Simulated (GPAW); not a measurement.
Runs of GPAW 26.7.0 on AlNi. Symmetry: Cmmm, No. 65, orthorhombic system. Conventional cell: a = 3.877 Å, b = 3.906 Å, c = 3.099 Å, α = 90.00°, β = 90.00°, γ = 90.00°. Around Ni (site symmetry mmm) lie 8 Al at 2.48 to 2.49 Å and 4 Ni at 2.75 Å. Al (site symmetry mmm) has 8 Ni at 2.48 to 2.49 Å and 4 Al at 2.75 Å as nearest neighbours. The cell comes from a database or a generator and needn't be the stable form of this composition.

```csv
level,U,pressure (GPa),moment (μB)
PBEsol+U,Ni d U = 3 eV,(b),0.20
PBEsol+U,Ni d U = 2 eV,(a),0.12
PBEsol,-,1.5,0.00
PBEsol+U,Ni d U = 6 eV,-1.5,0.27
PBEsol+U,Ni d U = 4 eV,-1.2,0.21
PBEsol+U,Ni d U = 8 eV,1.8,0.42
PBEsol+U,Ni d U = 1 eV,0.7,0.00
```

Alike in all rows: task band structure; potentials or basis PAW data sets generated in the run's folder for this functional, pw; spin collinear, ferromagnetic start; cell as given; k mesh 7 × 7 × 6; cutoff (eV) 600; smearing fermi-dirac 0.05 eV.

Problem. Fill in the values left out.

Solution. (a) 0.0; (b) -0.6.

Caveats: the stock nickel data set gives pressures a few GPa off other programs; the U is typed as a test and isn't derived for this compound (some runs).
